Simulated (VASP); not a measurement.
# FeO (Wuestite) (Fm-3m) in VASP: further runs

The runs below take FeO (Wuestite) through equation of state, with PBE, PBEsol.

Everything below comes from runs of VASP 6.6.1. Logs are shortened: lines on timing, memory, paths and dates and some standing lists are left out, and cuts for length are marked.

### 1 The crystal as given

The structure is cubic, space group Fm-3m (No. 225). Conventional cell: a = 4.311 Å, b = 4.311 Å, c = 4.311 Å, α = 90.00°, β = 90.00°, γ = 90.00°. Fe (site symmetry m-3m) is surrounded by 6 O at 2.16 Å. O (site symmetry m-3m) is surrounded by 6 Fe at 2.16 Å.

### 2 Equation of state, PBE, collinear spin, ferromagnetic start, 9.41 Å³/atom (volume scaled by 0.94)

INCAR

```
SYSTEM = FeO
PREC = Accurate
ENCUT = 520
EDIFF = 1E-7
ISMEAR = -1
SIGMA = 0.05
LREAL = .False.
LASPH = .True.
NELM = 100
ALGO = Normal
ISIF = 2
LWAVE = .False.
LCHARG = .False.
ISPIN = 2
MAGMOM = 3 0
LORBIT = 11
LMAXMIX = 4
GGA = PE
NBANDS = 18
```

KPOINTS

```
regular mesh
0
Gamma
  11 11 11
  0 0 0
```

POSCAR

```
FeO
1.0
    0.0000000000      2.1113998987      2.1113998987
    2.1113998987      0.0000000000      2.1113998987
    2.1113998987      2.1113998987      0.0000000000
Fe O
1 1
Direct
    0.0000000000      0.0000000000      0.0000000000
    0.5000000000      0.5000000000      0.5000000000
```

Potentials or basis: VASP PAW PBE potentials, release 64 (Fe, O).

Run with:

```sh
$ cat potpaw_PBE.64/Fe/POTCAR potpaw_PBE.64/O/POTCAR > POTCAR
$ mpirun -np 1 vasp_std > vasp.out
```

OUTCAR:

```text
SYSTEM = FeO
   PREC = Accurate
   ENCUT = 520
   EDIFF = 1E-7
   ISMEAR = -1
   LREAL = .False.
   LASPH = .True.
   NELM = 100
   ISIF = 2
   ISPIN = 2
   LORBIT = 11
   GGA = PE

 Found     56 irreducible k-points:

 Following reciprocal coordinates:
            Coordinates               Weight
  0.000000  0.000000  0.000000      1.000000
  0.090909  0.000000  0.000000      8.000000
  0.181818  0.000000  0.000000      8.000000
  0.272727  0.000000  0.000000      8.000000
  0.363636  0.000000  0.000000      8.000000
  0.454545  0.000000  0.000000      8.000000
   k-points           NKPTS =     56   k-points in BZ     NKDIM =     56   number of bands    NBANDS=     18
   number of dos      NEDOS =    301   number of ions     NIONS =      2
   total plane-waves  NPLWV =  13824
   dimension x,y,z NGX =    24 NGY =   24 NGZ =   24
   dimension x,y,z NGXF=    48 NGYF=   48 NGZF=   48
   ions per type =               1   1
   NGX,Y,Z   is equivalent  to a cutoff of  13.36, 13.36, 13.36 a.u.
   NGXF,Y,Z  is equivalent  to a cutoff of  26.72, 26.72, 26.72 a.u.
 SYSTEM =  FeO
   PREC   = accura    normal or accurate (medium, high low for compatibility)
   ISTART =      0    job   : 0-new  1-cont  2-samecut
   ICHARG =      2    charge: 1-file 2-atom 10-const
   ISPIN  =      2    spin polarized calculation?
   LNONCOLLINEAR =      F non collinear calculations
   LSORBIT =      F    spin-orbit coupling
   LASPH  =      T    aspherical Exc in radial PAW
   ENCUT  =  520.0 eV  38.22 Ry    6.18 a.u.   5.55  5.55  5.55*2*pi/ulx,y,z
   NELM   =    100;   NELMIN=  2; NELMDL= -5     # of ELM steps
   EDIFF  = 0.1E-06   stopping-criterion for ELM
   LREAL  =      F    real-space projection
   EDIFFG = 0.1E-05   stopping-criterion for IOM
   NSW    =      0    number of steps for IOM
   IBRION =     -1    ionic relax: 0-MD 1-quasi-New 2-CG
   NFREE  =      0    steps in history (QN), initial steepest desc. (CG)
   ISIF   =      2    stress and relaxation
   ISYM   =      2    0-nonsym 1-usesym 2-fastsym
   POTIM  = 0.5000    time-step for ionic-motion
   TEBEG  =    0.0;   TEEND  =   0.0 temperature during run
   PSTRESS=    0.0 pullay stress
   NELECT =      14.0000    total number of electrons
   NUPDOWN=      -1.0000    fix difference up-down
   EMIN   =  10.00;   EMAX   =-10.00  energy-range for DOS
   EFERMI =   0.00;   METHOD = LEGACY
   ISMEAR =    -1;   SIGMA  =   0.05  broadening in eV -4-tet -1-fermi 0-gaus
   EFERMI_NEDOS =   21; number of points for ismear=-14 and -15
   IALGO  =     38    algorithm
   IMIX   =      4    mixing-type and parameters
     AMIX     =   0.40;   BMIX     =  1.00
     AMIX_MAG =   1.60;   BMIX_MAG =  1.00
  volume/ion in A,a.u.               =       9.41        63.52
  Fermi-wavevector in a.u.,A,eV,Ry     =   1.483214  2.802867 29.931761  2.199922
  Thomas-Fermi vector in A             =   2.596903
   LORBIT       =     11    0 simple, 1 ext, 2 COOP (PROOUT), +10 PAW based schemes
   GGA     = PE    functional components
   LHFCALC =     F    Hartree Fock is set to
   AEXX    =    0.0000 exact exchange contribution
   IVDW    =     0    specifies the selected vdW correction
   LEPSILON=     F    determine dielectric tensor
   LRPA    =     F    only Hartree local field effects (RPA)
 spin polarized calculation
  energy-cutoff  :      520.00
  volume of cell :       18.83
 maximum number of plane-waves:       532
 NGX is ok and might be reduce to    24
   NGX = 11   NGY = 11   NGZ = 11

 number of electron      14.0000002 magnetization       3.9973520

 Free energy of the ion-electron system (eV)
  ---------------------------------------------------
  ext. energy  EPLUGINS =         0.00000000
  ---------------------------------------------------
  free energy    TOTEN  =       -14.88816986 eV

  energy without entropy =      -14.87706677  energy(sigma->0) =      -14.88261831

 E-fermi :   6.8862     XC(G=0): -12.5098

 val. band max:        6.8856707379   @ k =  -0.3636   0.2727   0.0909
 cond. band min:       6.9005537056   @ k =  -0.1818   0.0909   0.0000
 fundamental gap:      0.0148829678
 Fermi energy:         6.8861806230

 spin component 1

 k-point     1 :       0.0000    0.0000    0.0000
  band No.  band energies     occupation
      1     -14.3531      1.00000
      2       2.8717      1.00000
      3       2.8717      1.00000
      4       2.8717      1.00000
      5       2.9487      1.00000
      6       2.9487      1.00000
[... 10 lines left out ...]
     17      28.6994      0.00000
     18      31.4791      0.00000
[... 85 lines left out ...]
 k-point     6 :       0.4545    0.0000    0.0000
  band No.  band energies     occupation
      1     -13.0534      1.00000
      2      -2.2835      1.00000
      3      -0.0719      1.00000
      4      -0.0719      1.00000
      5       3.8483      1.00000
      6       3.8483      1.00000
[... 10 lines left out ...]
     17      31.7680      0.00000
     18      34.2732      0.00000

 [... further k-points ...]

 spin component 2

 k-point     1 :       0.0000    0.0000    0.0000
  band No.  band energies     occupation
      1     -13.7978      1.00000
      2       3.4593      1.00000
      3       3.4593      1.00000
      4       3.4593      1.00000
      5       6.0668      1.00000
      6       6.0670      1.00000
[... 10 lines left out ...]
     17      30.3192      0.00000
     18      32.5999      0.00000
[... 85 lines left out ...]
 k-point     6 :       0.4545    0.0000    0.0000
  band No.  band energies     occupation
      1     -12.4785      1.00000
      2      -1.5190      1.00000
      3       1.4075      1.00000
      4       1.4076      1.00000
      5       7.2966      0.00027
      6       7.2967      0.00027
[... 10 lines left out ...]
     17      32.2210      0.00000
     18      34.9129      0.00000

 [... further k-points ...]

------------------------ aborting loop because EDIFF is reached ----------------------------------------

  FORCE on cell =-STRESS in cart. coord.  units (eV):
  Direction    XX          YY          ZZ          XY          YZ          ZX
  --------------------------------------------------------------------------------------
  -------------------------------------------------------------------------------------
  Total        1.5502763      1.5502763      1.5502763      0.0000000     -0.0000000      0.0000000
  in kB      131.9405281    131.9405281    131.9405281      0.0000000     -0.0000000      0.0000000
  external PRESSURE =     131.9405281 kB  Pullay stress =       0.0000000 kB

 VOLUME and BASIS-vectors are now :
 -----------------------------------------------------------------------------
  energy-cutoff  :      520.00
  volume of cell :       18.83
      direct lattice vectors                 reciprocal lattice vectors
     0.000000000  2.111399899  2.111399899    -0.236809711  0.236809711  0.236809711
     2.111399899  0.000000000  2.111399899     0.236809711 -0.236809711  0.236809711
     2.111399899  2.111399899  0.000000000     0.236809711  0.236809711 -0.236809711

 POSITION                                       TOTAL-FORCE (eV/Angst)
 -----------------------------------------------------------------------------------
      0.00000      0.00000      0.00000         0.000000      0.000000      0.000000
      2.11140      2.11140      2.11140        -0.000000     -0.000000     -0.000000
 -----------------------------------------------------------------------------------
    total drift:                                0.000000     -0.000000     -0.000000

  FREE ENERGIE OF THE ION-ELECTRON SYSTEM (eV)
  ---------------------------------------------------
  free  energy   TOTEN  =       -14.8881698585 eV

  energy  without entropy=      -14.8770667705  energy(sigma->0) =      -14.88261831

 total charge

# of ion       s       p       d       tot
------------------------------------------
    1        0.306   0.403   6.133   6.841
    2        1.557   3.472   0.000   5.029
--------------------------------------------------
tot          1.863   3.874   6.133  11.870

 magnetization (x)

# of ion       s       p       d       tot
------------------------------------------
    1        0.027   0.023   3.557   3.607
    2        0.033   0.281   0.000   0.314
--------------------------------------------------
tot          0.060   0.304   3.557   3.921
```

It took 68 s on 1 thread of AMD EPYC 7R43 (Zen 3), shared host; peak memory 0.13 GiB.

Results:

| Item | Value |
| --- | --- |
| Free energy | -14.8882 eV |
| Pressure | 13.2 GPa |
| Band gap on the k mesh | none (metal or under the smearing width) |
| Net moment | 4.00 μB per cell |
| Site moments | Fe +3.61; O +0.31 μB |
| Valence electrons inside the program's atomic spheres | Fe 6.84; O 5.03 |

Caveat: a cell with one magnetic atom can't hold antiferromagnetic order, which such compounds often take; semilocal functionals often make such compounds metallic where correlation or magnetic order opens a gap, which also shifts bond lengths.

### 3 Equation of state, PBE, collinear spin, ferromagnetic start, 9.61 Å³/atom (volume scaled by 0.96)

INCAR

```
PREC = Accurate
ENCUT = 520
EDIFF = 1E-7
ISMEAR = -1
SIGMA = 0.05
LREAL = F
LASPH = T
NELM = 150
ALGO = Normal
ISIF = 2
LWAVE = F
LCHARG = F
ISPIN = 2
MAGMOM = 3 0
LORBIT = 11
LMAXMIX = 4
GGA = PE
NBANDS = 18
```

KPOINTS

```
regular mesh
0
Gamma
  11 11 11
```

POSCAR

```
FeO
1.0
    0.0000000000      2.1262694020      2.1262694020
    2.1262694020      0.0000000000      2.1262694020
    2.1262694020      2.1262694020      0.0000000000
Fe O
1 1
Direct
    0.0000000000      0.0000000000      0.0000000000
    0.5000000000      0.5000000000      0.5000000000
```

Potentials or basis: VASP PAW PBE potentials, release 64 (Fe, O).

Run with:

```sh
$ cat potpaw_PBE.64/Fe/POTCAR potpaw_PBE.64/O/POTCAR > POTCAR
$ mpirun -np 1 vasp_std > vasp.out
```

It took 1.7 min on 1 thread of AMD EPYC 7R43 (Zen 3), shared host; peak memory 0.13 GiB.

Results (log left out):

```
Free energy                                           : -14.9154 eV
Pressure                                              : 8.3 GPa
Band gap on the k mesh                                : none (metal or under the smearing width)
Net moment                                            : 4.00 μB per cell
Site moments                                          : Fe +3.61; O +0.31 μB
Valence electrons inside the program's atomic spheres : Fe 6.80; O 5.02
```

Caveat: a cell with one magnetic atom can't hold antiferromagnetic order, which such compounds often take; semilocal functionals often make such compounds metallic where correlation or magnetic order opens a gap, which also shifts bond lengths.

### 4 Equation of state, PBE, collinear spin, ferromagnetic start, 9.81 Å³/atom (volume scaled by 0.98)

INCAR

```
SYSTEM = FeO
ALGO = Normal ; EDIFF = 1E-7
ENCUT = 520 ; GGA = PE
ISIF = 2 ; ISMEAR = -1
ISPIN = 2 ; LASPH = .True.
LCHARG = .False. ; LMAXMIX = 4
LORBIT = 11 ; LREAL = .False.
LWAVE = .False. ; MAGMOM = 3 0
NBANDS = 18 ; NELM = 100
PREC = Accurate ; SIGMA = 0.05
```

KPOINTS

```
k-points
0
Gamma
  11 11 11
  0 0 0
```

POSCAR

```
FeO
1.0
    0.0000000000      2.1409337923      2.1409337923
    2.1409337923      0.0000000000      2.1409337923
    2.1409337923      2.1409337923      0.0000000000
Fe O
1 1
Direct
    0.0000000000      0.0000000000      0.0000000000
    0.5000000000      0.5000000000      0.5000000000
```

Run with:

```sh
$ cat potpaw_PBE.64/Fe/POTCAR potpaw_PBE.64/O/POTCAR > POTCAR
$ mpirun -np 1 vasp_std > vasp.out
```

Wall time 76 s (1 thread of AMD EPYC 7R43 (Zen 3), shared host); peak memory 0.13 GiB.

Results (log left out):

```
Free energy                                           : -14.9309 eV
Pressure                                              : 3.9 GPa
Band gap on the k mesh                                : none (metal or under the smearing width)
Net moment                                            : 4.00 μB per cell
Site moments                                          : Fe +3.62; O +0.31 μB
Valence electrons inside the program's atomic spheres : Fe 6.76; O 5.00
```

Caveat: a cell with one magnetic atom can't hold antiferromagnetic order, which such compounds often take; semilocal functionals often make such compounds metallic where correlation or magnetic order opens a gap, which also shifts bond lengths.

### 5 Equation of state, PBE, collinear spin, ferromagnetic start, 10.21 Å³/atom (volume scaled by 1.02)

INCAR

```
SYSTEM = FeO
ALGO     = Normal         ! electronic algorithm
EDIFF    = 1E-7           ! SCF threshold, eV
ENCUT    = 520            ! plane-wave cutoff, eV
GGA      = PE             ! functional
ISIF     = 2              ! what is computed and relaxed
ISMEAR   = -1             ! smearing method
ISPIN    = 2              ! spin polarisation
LASPH    = .TRUE.         ! aspherical terms in the spheres
LCHARG   = .FALSE.        ! write CHGCAR
LMAXMIX  = 4              ! l up to which the mixer works
LORBIT   = 11             ! projections on sites
LREAL    = .FALSE.        ! projectors in reciprocal space
LWAVE    = .FALSE.        ! write WAVECAR
MAGMOM   = 3 0            ! initial moments
NBANDS   = 18             ! bands
NELM     = 120            ! most SCF steps
PREC     = Accurate       ! precision mode
SIGMA    = 0.05           ! smearing width, eV
```

KPOINTS

```
k-points
0
G
  11 11 11
  0 0 0
```

POSCAR

```
FeO
1.0
    0.0000000000      2.1696745882      2.1696745882
    2.1696745882      0.0000000000      2.1696745882
    2.1696745882      2.1696745882      0.0000000000
Fe O
1 1
Direct
    0.0000000000      0.0000000000      0.0000000000
    0.5000000000      0.5000000000      0.5000000000
```

Run with:

```sh
$ cat potpaw_PBE.64/Fe/POTCAR potpaw_PBE.64/O/POTCAR > POTCAR
$ mpirun -np 1 vasp_std > vasp.out
```

Run time: 1.7 min. Hardware: 1 thread of AMD EPYC 7R43 (Zen 3), shared host; peak memory 0.13 GiB.

Results (log left out):

```
Free energy                                           : -14.9317 eV
Pressure                                              : -3.6 GPa
Band gap on the k mesh                                : none (metal or under the smearing width)
Net moment                                            : 4.00 μB per cell
Site moments                                          : Fe +3.62; O +0.30 μB
Valence electrons inside the program's atomic spheres : Fe 6.70; O 4.98
```

Caveat: a cell with one magnetic atom can't hold antiferromagnetic order, which such compounds often take; semilocal functionals often make such compounds metallic where correlation or magnetic order opens a gap, which also shifts bond lengths.

### 6 Equation of state, PBE, collinear spin, ferromagnetic start, 10.41 Å³/atom (volume scaled by 1.04)

INCAR

```
ALGO = Normal ; EDIFF = 1E-7
ENCUT = 520 ; GGA = PE
ISIF = 2 ; ISMEAR = -1
ISPIN = 2 ; LASPH = True
LCHARG = False ; LMAXMIX = 4
LORBIT = 11 ; LREAL = False
LWAVE = False ; MAGMOM = 3 0
NBANDS = 18 ; NELM = 120
PREC = Accurate ; SIGMA = 0.05
```

KPOINTS

```
k-points
0
Gamma
  11 11 11
```

POSCAR

```
FeO
1.0
    0.0000000000      2.1837637790      2.1837637790
    2.1837637790      0.0000000000      2.1837637790
    2.1837637790      2.1837637790      0.0000000000
Fe O
1 1
Direct
    0.0000000000      0.0000000000      0.0000000000
    0.5000000000      0.5000000000      0.5000000000
```

Potentials or basis: VASP PAW PBE potentials, release 64 (Fe, O).

Run with:

```sh
$ cat potpaw_PBE.64/Fe/POTCAR potpaw_PBE.64/O/POTCAR > POTCAR
$ mpirun -np 1 vasp_std > vasp.out
```

It took 96 s on 1 thread of AMD EPYC 7R43 (Zen 3), shared host; peak memory 0.13 GiB.

Results (log left out):

- Free energy: -14.9190 eV
- Pressure: -6.8 GPa
- Band gap on the k mesh: none (metal or under the smearing width)
- Net moment: 4.00 μB per cell
- Site moments: Fe +3.62; O +0.29 μB
- Valence electrons inside the program's atomic spheres: Fe 6.67; O 4.97

Caveat: a cell with one magnetic atom can't hold antiferromagnetic order, which such compounds often take; semilocal functionals often make such compounds metallic where correlation or magnetic order opens a gap, which also shifts bond lengths.

### 7 Equation of state, PBE, collinear spin, ferromagnetic start, 10.61 Å³/atom (volume scaled by 1.06)

INCAR

```
SYSTEM = FeO
PREC = Accurate
ENCUT = 520
EDIFF = 1E-7
ISMEAR = -1
SIGMA = 0.05
LREAL = .False.
LASPH = .True.
NELM = 120
ALGO = Normal
ISIF = 2
LWAVE = .False.
LCHARG = .False.
ISPIN = 2
MAGMOM = 3 0
LORBIT = 11
LMAXMIX = 4
GGA = PE
NBANDS = 18
```

KPOINTS

```
regular mesh
0
Gamma
  11 11 11
  0 0 0
```

POSCAR

```
FeO
1.0
    0.0000000000      2.1976734774      2.1976734774
    2.1976734774      0.0000000000      2.1976734774
    2.1976734774      2.1976734774      0.0000000000
Fe O
1 1
Direct
    0.0000000000      0.0000000000      0.0000000000
    0.5000000000      0.5000000000      0.5000000000
```

Run with:

```sh
$ cat potpaw_PBE.64/Fe/POTCAR potpaw_PBE.64/O/POTCAR > POTCAR
$ mpirun -np 1 vasp_std > vasp.out
```

It took 99 s on 1 thread of AMD EPYC 7R43 (Zen 3), shared host; peak memory 0.13 GiB.

It converged, with:

```
Free energy                                           : -14.8989 eV
Pressure                                              : -9.6 GPa
Band gap on the k mesh                                : none (metal or under the smearing width)
Net moment                                            : 4.00 μB per cell
Site moments                                          : Fe +3.63; O +0.29 μB
Valence electrons inside the program's atomic spheres : Fe 6.64; O 4.96
```

Caveat: a cell with one magnetic atom can't hold antiferromagnetic order, which such compounds often take; semilocal functionals often make such compounds metallic where correlation or magnetic order opens a gap, which also shifts bond lengths.

### 8 Equation of state, PBE, collinear spin, ferromagnetic start

Potentials or basis: VASP PAW PBE potentials, release 64 (Fe, O).

This step only gathers the single runs of the series.

What came out:

- Equilibrium volume: 10.02 Å³/atom
- Bulk modulus: 186 GPa
- Pressure derivative of the bulk modulus: 4.6

Energy against volume, from the lowest point:
| volume (Å³/atom) | energy (meV/atom) |
| --- | --- |
| 9.413 | 23.88 |
| 9.613 | 10.27 |
| 9.813 | 2.52 |
| 10.013 | 0.00 |
| 10.214 | 2.13 |
| 10.414 | 8.44 |
| 10.614 | 18.52 |

### 9 Equation of state, PBEsol, collinear spin, ferromagnetic start, 9.41 Å³/atom (volume scaled by 0.94)

INCAR

```
PREC     = Accurate       # precision mode
ENCUT    = 520            # plane-wave cutoff, eV
EDIFF    = 1E-7           # SCF threshold, eV
ISMEAR   = -1             # smearing method
SIGMA    = 0.05           # smearing width, eV
LREAL    = False          # projectors in reciprocal space
LASPH    = True           # aspherical terms in the spheres
NELM     = 120            # most SCF steps
ALGO     = Normal         # electronic algorithm
ISIF     = 2              # what is computed and relaxed
LWAVE    = False          # write WAVECAR
LCHARG   = False          # write CHGCAR
ISPIN    = 2              # spin polarisation
MAGMOM   = 3 0            # initial moments
LORBIT   = 11             # projections on sites
LMAXMIX  = 4              # l up to which the mixer works
GGA      = PS             # functional
NBANDS   = 18             # bands
```

KPOINTS

```
regular mesh
0
Gamma
  11 11 11
```

POSCAR

```
FeO
1.0
    0.0000000000      2.1113998987      2.1113998987
    2.1113998987      0.0000000000      2.1113998987
    2.1113998987      2.1113998987      0.0000000000
Fe O
1 1
Direct
    0.0000000000      0.0000000000      0.0000000000
    0.5000000000      0.5000000000      0.5000000000
```

Potentials or basis: VASP PAW PBE potentials, release 64 (Fe, O).

Run with:

```sh
$ cat potpaw_PBE.64/Fe/POTCAR potpaw_PBE.64/O/POTCAR > POTCAR
$ mpirun -np 1 vasp_std > vasp.out
```

Wall time 15 s (1 thread of Intel Xeon 6975P-C (Granite Rapids), shared host); peak memory 0.17 GiB.

Results (log left out):

* Free energy: -15.8609 eV
* Pressure: 4.1 GPa
* Band gap on the k mesh: none (metal or under the smearing width)
* Net moment: 4.00 μB per cell
* Site moments: Fe +3.60; O +0.32 μB
* Valence electrons inside the program's atomic spheres: Fe 6.85; O 5.00

Caveat: the PAW data sets were made with another functional, which shifts forces and pressure a little; a cell with one magnetic atom can't hold antiferromagnetic order, which such compounds often take; semilocal functionals often make such compounds metallic where correlation or magnetic order opens a gap, which also shifts bond lengths.

[end of part 1 of 2]
